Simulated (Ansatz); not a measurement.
## Lattice dynamics at Γ of AlN (wurtzite)

Measured values to be reproduced:
- Raman mode: about 247.6 cm⁻¹ (E2(low); 300 K; micro-Raman, 532 nm excitation; “Structural, Surface and Optical Studies of m- and c-Face AlN Crystals Grown by Physical Vapor Transport Method”, 2023, pmc:10004678)
- Raman mode: about 610.4 cm⁻¹ (A1(TO); 300 K; micro-Raman, 532 nm excitation; m-face sample; 325 nm excitation gives 609.2 cm-1; “Structural, Surface and Optical Studies of m- and c-Face AlN Crystals Grown by Physical Vapor Transport Method”, 2023, pmc:10004678)
- Raman mode: 673.56 cm⁻¹ (E1(TO); 300 K; Raman, 532 nm; m-plane seed under small compressive stress; “Comparative Studies of c- and m-Plane AlN Seeds Grown by Physical Vapor Transport”, 2022, pmc:9784680)
- Raman mode: 912 cm⁻¹ (E1(LO); 300 K; Raman spectroscopy, 488 nm excitation; E1(LO) is forbidden in backscattering from a c-plane wafer; geometry not stated, so possibly a weak or quasi-LO line; “X-ray radiation excited ultralong (>20,000 seconds) intrinsic phosphorescence in aluminum nitride single-crystal scintillators”, 2020, pmc:7455697)

Perturbation theory with PBEsol in Ansatz 0.2.0 on the PBEsol cell, ground state and force constants on a 9×9×4 mesh. Calculated for a static, non-magnetic cell.

Space group P6_3mc (No. 186), hexagonal; conventional cell a = 3.114 Å, c = 4.984 Å, 10.46 Å³ an atom. Al has 4 N at 1.89–1.90 Å; N has 4 Al at 1.89–1.90 Å.

```cif
data_structure
_symmetry_space_group_name_H-M 'P6_3mc'
_symmetry_Int_Tables_number 186
_cell_length_a 3.1138
_cell_length_b 3.1138
_cell_length_c 4.9837
_cell_angle_alpha 90.000
_cell_angle_beta 90.000
_cell_angle_gamma 120.000
_cell_volume 41.85
loop_
_atom_site_label
_atom_site_type_symbol
_atom_site_symmetry_multiplicity
_atom_site_Wyckoff_symbol
_atom_site_fract_x
_atom_site_fract_y
_atom_site_fract_z
_atom_site_occupancy
Al1 Al 2 b 0.33333 0.66667 0.99651 1
N1 N 2 b 0.33333 0.66667 0.37849 1
```

Optical modes without the longitudinal term:
```tsv
ω (cm⁻¹)	degeneracy	IR intensity, summed over the level ((D/Å)²/amu)
235	2	0.00
542	1	0.00
605	1	36.22
651	2	0.00
662	2	63.94
712	1	0.00
```

All optical modes at Γ are real, from 235 to 712 cm⁻¹ without the longitudinal term; this says nothing of other wave vectors. With the long-range field the highest mode reaches 895 cm⁻¹. The program warns that the force constants, and all that is formed from them, aren't settled on this k mesh. Of the real levels 2 are infrared active, the strongest at 662 cm⁻¹.

The clamped-ion dielectric constant comes out as 4.50 along x and y, 4.73 along z. With the ions relaxed, ε⁰ is 8.2 along x and y, 9.8 along z. Born charges, averaged over directions: Al +2.58, N -2.58 e.

For comparison, on the r2SCAN cell the mean ε∞ is 4.20 with r2SCAN (ground state on 9×9×4; least gap 4.88 eV), 4.50 with PBE (ground state on 9×9×4; least gap 4.23 eV).

Calculation and measurement side by side:
- Raman mode at 248 cm⁻¹ (E2(low)): the nearest PBEsol mode at Γ lies at 235 cm⁻¹ (-5.1 %).
- Raman mode at 610 cm⁻¹ (A1(TO)): the nearest PBEsol mode at Γ lies at 605 cm⁻¹ (-0.8 %).
- Raman mode at 674 cm⁻¹ (E1(TO)): the nearest PBEsol mode at Γ lies at 662 cm⁻¹ (-1.7 %).
- Raman mode at 912 cm⁻¹ (E1(LO)): the nearest PBEsol mode at Γ, with the long-range field, lies at 895 cm⁻¹ (-1.9 %).
Reports marked as nanostructured, strained, doped, implanted or mixed samples, and transport gaps, were set aside. Modes are paired by degeneracy and infrared activity, where the label gives them, and frequency; they are harmonic.
